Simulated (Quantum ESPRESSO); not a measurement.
# Ta in Quantum ESPRESSO: the effect of target pressure

The system is Ta.

```
Ta
1.0
    -1.65128    1.65128    1.65128
     1.65128   -1.65128    1.65128
     1.65128    1.65128   -1.65128
Ta
1
Cartesian
  0.0000 0.0000 0.0000
```

Alike in all runs:

| Item | Value |
| --- | --- |
| Program | Quantum ESPRESSO 7.5 |
| Task | phonons |
| Functional | LDA |
| Potentials or basis | GBRV 1.5 LDA |
| Cutoff | 762 eV |
| Density cutoff | 6095 eV |
| k mesh | 11 × 11 × 11 |
| Occupations | cold, width 0.2 eV |
| Spin | no spin polarisation |

Each run relaxes the cell or the atoms first.

Question: One run gave: relaxed volume 16.23 Å³/atom; highest phonon frequency 138 cm⁻¹. Which target pressure did it use?
A. 10 GPa
B. 15 GPa
C. 0 GPa
D. 2 GPa
E. 5 GPa

Answer: B.

```tsv
target pressure	relaxed volume (Å³/atom)	highest phonon frequency (cm⁻¹)
0 GPa	17.20	125
2 GPa	17.05	127
5 GPa	16.84	131
10 GPa	16.52	135
15 GPa	16.23	138
```

Caveats: the q point doesn't lie on the k mesh, which can shift a metal's frequencies strongly unless the mesh is converged; the cell is more than 3 GPa from zero pressure, which shifts response properties (some runs).
